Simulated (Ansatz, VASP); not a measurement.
**Ag in VASP and in Ansatz**

The input POSCAR:

```
Ag
1.0
    0.0000000000      1.9664880971      1.9664880971
    1.9664880971      0.0000000000      1.9664880971
    1.9664880971      1.9664880971      0.0000000000
Ag
1
Direct
    0.0000000000      0.0000000000      0.0000000000
```

INCAR.step1

```
PREC = Accurate
ENCUT = 520
ISMEAR = 0
SIGMA = 0.1
LREAL = False
LASPH = True
NELM = 100
NBANDS = 12
GGA = PE
ALGO = Normal
EDIFF = 1E-4
LWAVE = True
LCHARG = False
```

The input INCAR.step2:

```
PREC = Accurate
ENCUT = 520
EDIFF = 1E-7
ISMEAR = 0
SIGMA = 0.1
LREAL = False
LASPH = True
NELM = 100
ALGO = Normal
ISIF = 2
LWAVE = False
LCHARG = True
METAGGA = R2SCAN
LMIXTAU = True
LELF = True
LVHAR = True
NBANDS = 12
ISTART = 1
```

The input KPOINTS:

```
Automatic mesh
0
Gamma
  18 18 18
```

Input for Ansatz:

```yaml
crystal:
  lattice:
    - [0.0, 1.9664880971, 1.9664880971]
    - [1.9664880971, 0.0, 1.9664880971]
    - [1.9664880971, 1.9664880971, 0.0]
  atoms:
    - { symbol: Ag, position: [0.0, 0.0, 0.0] }
basis:
  ecutwfc: 500
kpoints:
  mp_grid: { grid: [18, 18, 18] }
hamiltonian:
  xc: r2scan
scf:
  occupations: { method: gaussian, width: 0.1 }
output:
  forces: true
  stress: true
  eigenvalues: true
  write_density: true
  write_potential: true
  elf: true
  volumetric_format: npy
```

Alike in both runs: task single point; functional r2SCAN; k mesh 18 × 18 × 18; occupations gaussian, width 0.1 eV; no spin polarisation.

|  | VASP | Ansatz |
| --- | --- | --- |
| version | VASP 6.6.1 | Ansatz 0.2.0 |
| potentials or method | VASP PAW PBE potentials, release 64 (Ag) | scalar-relativistic, plane waves, PAW |
| plane-wave cutoff (eV) | 520 | 500 |
| valence electrons in the cell | 11 | 19 |

VASP gave:

| Item | Value |
| --- | --- |
| gap on the k mesh at the Fermi level (eV) | none |
| pressure (GPa) | 19.6 |

Question: Which values does Ansatz return?

Answer: gap on the k mesh at the Fermi level (eV): none; pressure (GPa): 19.1.

A gap of «none» marks a metal or a gap that the smearing closes. The functional is the same, so the differences come from potentials, cutoffs and numerics. The two sets of potentials don't hold the same shells in valence.

Caveats: so large a pressure means that the cell lies far from this level's equilibrium, or that cutoff or potentials fall short (VASP); the potentials were made for another functional, which shifts forces and pressure (VASP).
